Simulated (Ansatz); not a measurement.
SiC under strain: Field gradients at the nuclei

The cell is an entry of the Crystallography Open Database (COD), relaxed with PBE at fixed cell and then changed (x compressed by 3 %).

```
Si C
1.0
     2.98663    0.00000    0.00000
    -1.49332    2.66649    0.00000
     0.00000    0.00000   20.14600
Si C
8 8
Direct
  0.33333 0.66667 0.25011
  0.66667 0.33333 0.75011
  0.33333 0.66667 0.62500
  0.66667 0.33333 0.12500
  0.00000 0.00000 0.00010
  0.00000 0.00000 0.50010
  0.33333 0.66667 0.87518
  0.66667 0.33333 0.37518
  0.33333 0.66667 0.96891
  0.66667 0.33333 0.46891
  0.00000 0.00000 0.09387
  0.00000 0.00000 0.59387
  0.33333 0.66667 0.34412
  0.66667 0.33333 0.84412
  0.33333 0.66667 0.71872
  0.66667 0.33333 0.21872
```

Sites (sets of like atoms) are named by element and the number of their first atom in this list.

Computed with Ansatz: DFT, PBE, plane waves and PAW, scalar-relativistic, 420 eV cutoff, Γ-centred 11×11×2 k-points, Fermi–Dirac smearing 0.02 eV.

V_zz is the principal component of the electric field gradient with the largest magnitude, η = (V_xx − V_yy)/V_zz and C_Q = eQV_zz/h.

| site | atoms (order as listed) | first shell | V_zz (10²¹ V/m²) | η | C_Q (MHz) |
| --- | --- | --- | --- | --- | --- |
| Si1 | 1, 2 | 4 C at 1.85–1.89 Å | 0.78 | 0.51 | – |
| Si3 | 3, 4 | 4 C at 1.85–1.89 Å | 0.92 | 0.56 | – |
| Si5 | 5, 6 | 4 C at 1.85–1.89 Å | 0.89 | 0.55 | – |
| Si7 | 7, 8 | 4 C at 1.85–1.89 Å | 0.94 | 0.52 | – |
| C9 | 9, 10 | 4 Si at 1.85–1.89 Å | -0.43 | 0.42 | – |
| C11 | 11, 12 | 4 Si at 1.85–1.89 Å | -0.43 | 0.42 | – |
| C13 | 13, 14 | 4 Si at 1.85–1.89 Å | -0.54 | 0.66 | – |
| C15 | 15, 16 | 4 Si at 1.85–1.89 Å | -0.45 | 0.48 | – |

Si, C have no stable isotope with a ground-state quadrupole moment in the table, so no C_Q is given.

At this changed cell the PBE pressure is 11 GPa. The atoms aren't relaxed in the changed cell (largest force 0.4 eV/Å).
